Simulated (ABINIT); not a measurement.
Crystal: Re.

```xyz
4
Lattice="2.7664 0.0000 0.0000 -1.3832 2.3958 0.0000 0.0000 0.0000 8.9388" Properties=species:S:1:pos:R:3 pbc="T T T"
Re    1.3832    0.7986    6.7041
Re    0.0000    0.0000    4.4694
Re    0.0000    1.5972    2.2347
Re    0.0000    0.0000    0.0000
```

Base run:

* Program: ABINIT 10.8.3 (patched build)
* Functional: rPW86PBE
* Potentials or basis: JTH PAW PBE v2.0
* Cutoff: 599 eV
* k mesh: 11 × 11 × 3
* Occupations: fermi-dirac, width 0.05 eV
* Spin: no spin polarisation

Its results: band gap on the k mesh none (metal or under the smearing width); pressure 17.0 GPa.

Q: After a change of settings the same cell gave: band gap on the k mesh none (metal or under the smearing width); pressure 16.5 GPa. Which change was it?
A. functional from rPW86PBE to AM05
B. functional from rPW86PBE to BLYP
C. functional from rPW86PBE to SOGGA
D. functional from rPW86PBE to HCTH407

A: B.

Caveats: so large a pressure means that the cell lies far from this level's equilibrium, or that cutoff or potentials fall short; the potentials were made for another functional, which shifts forces and pressure; spin-orbit coupling is left out, which moves the levels of the heavy elements.
